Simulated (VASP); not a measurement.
GaCuSe2: relaxation of cell and atoms with PBEsol

Crystal: GaCuSe2.

```
CELL_PARAMETERS angstrom
-2.80955 2.80955 5.51300
2.80955 -2.80955 5.51300
2.80955 2.80955 -5.51300
ATOMIC_POSITIONS crystal
Ga 0.50000 0.50000 0.00000
Ga 0.25000 0.75000 0.50000
Cu 0.00000 0.00000 0.00000
Cu 0.75000 0.25000 0.50000
Se 0.37500 0.37562 0.50062
Se 0.62438 0.12500 0.99938
Se 0.87500 0.87438 0.49938
Se 0.12562 0.62500 0.00062
```

| Quantity | Value |
| --- | --- |
| Program | VASP 6.6.1 |
| Task | relaxation of cell and atoms |
| Functional | PBEsol |
| Potentials or basis | VASP PAW PBE potentials, release 64 (Ga_d, Cu, Se) |
| Cutoff | 600 eV |
| k mesh | 10 × 10 × 10 |
| Occupations | methfessel-paxton, width 0.1 eV |
| Spin | no spin polarisation |
| Further INCAR settings | ALGO = Normal; EDIFF = 1e-06; IBRION = 2; EDIFFG = -0.01; NSW = 90; ISIF = 3 |

```yaml
Relaxed_volume: 21.54 Å³/atom
Relaxed_cell: a = 6.800 Å, b = 6.800 Å, c = 6.800 Å, α = 131.59°, β = 131.59°, γ = 70.88°
Space_group_after_relaxing_to_0.05_Å: I-42d (No. 122)
Energy_gained_by_relaxing: 5.4 meV/atom
Ionic_steps: 12
Pressure_after_relaxing: 0.0 GPa
Largest_force_after_relaxing: 0.004 eV/Å
Band_gap_on_the_k_mesh: 0.14 eV, direct
```

Forces in eV/Å, atoms in the order of the input:
```
Ga   0.000  0.000  0.000
Ga   0.000  0.000  0.000
Cu   0.000  0.000  0.000
Cu   0.000  0.000  0.000
Se   0.004  0.000  0.000
Se   0.000 -0.004  0.000
Se  -0.004  0.000  0.000
Se   0.000  0.004  0.000
```

Step by step:
| step | energy change (eV) | largest force (eV/Å) | pressure (GPa) | volume (Å³) |
| --- | --- | --- | --- | --- |
| 1 | 0.0000 | 0.4123 | -0.49 | 174.07 |
| 2 | -0.0288 | 0.2432 | 0.05 | 172.40 |
| 3 | -0.0378 | 0.0799 | 0.61 | 170.89 |
| 4 | -0.0417 | 0.0240 | -0.27 | 172.82 |
| 5 | -0.0420 | 0.0006 | -0.04 | 172.36 |
| 6 | -0.0420 | 0.0009 | -0.06 | 172.39 |
| 7 | -0.0425 | 0.0059 | -0.04 | 172.33 |
| 8 | -0.0428 | 0.0122 | 0.04 | 172.25 |
| 9 | -0.0428 | 0.0140 | 0.01 | 172.21 |
| 10 | -0.0428 | 0.0150 | 0.04 | 172.20 |
| 11 | -0.0428 | 0.0144 | 0.02 | 172.20 |
| 12 | -0.0428 | 0.0041 | 0.01 | 172.29 |

Final structure:
```
Ga Cu Se
1.0
    -2.78830    2.78830    5.54007
     2.78830   -2.78830    5.54007
     2.78830    2.78830   -5.54007
Ga Cu Se
2 2 4
Direct
  0.50000 0.50000 0.00000
  0.25000 0.75000 0.50000
  0.00000 0.00000 0.00000
  0.75000 0.25000 0.50000
  0.37500 0.36721 0.49221
  0.63279 0.12500 0.00779
  0.87500 0.88279 0.50779
  0.11721 0.62500 0.99221
```

Levels at points of the mesh, in eV from the valence-band top:
| k point | band 33 | band 34 | band 35 | band 36 | band 37 | band 38 | band 39 | band 40 |
| --- | --- | --- | --- | --- | --- | --- | --- | --- |
| (0.00, 0.00, 0.00) | -1.72 | -0.09 | -0.09 | 0.00 | 0.14 | 1.78 | 2.10 | 3.89 |
| (0.50, 0.00, 0.00) | -1.42 | -1.32 | -1.24 | -0.62 | 2.15 | 2.50 | 3.10 | 4.03 |
| (0.50, 0.50, 0.00) | -0.89 | -0.89 | -0.53 | -0.53 | 1.04 | 1.04 | 3.31 | 3.31 |
| (0.50, 0.50, 0.50) | -1.30 | -1.30 | -0.99 | -0.99 | 1.71 | 1.71 | 1.78 | 1.78 |

It took 27 min on 4 MPI ranks on Intel(R) Xeon(R) 6975P-C (Granite Rapids), on a shared host, peak memory 1 GiB a rank.

Caveat: the PAW data sets were made with another functional, which shifts forces and pressure a little. Expect the measured gap to be larger: semilocal functionals such as PBEsol lack the derivative discontinuity.
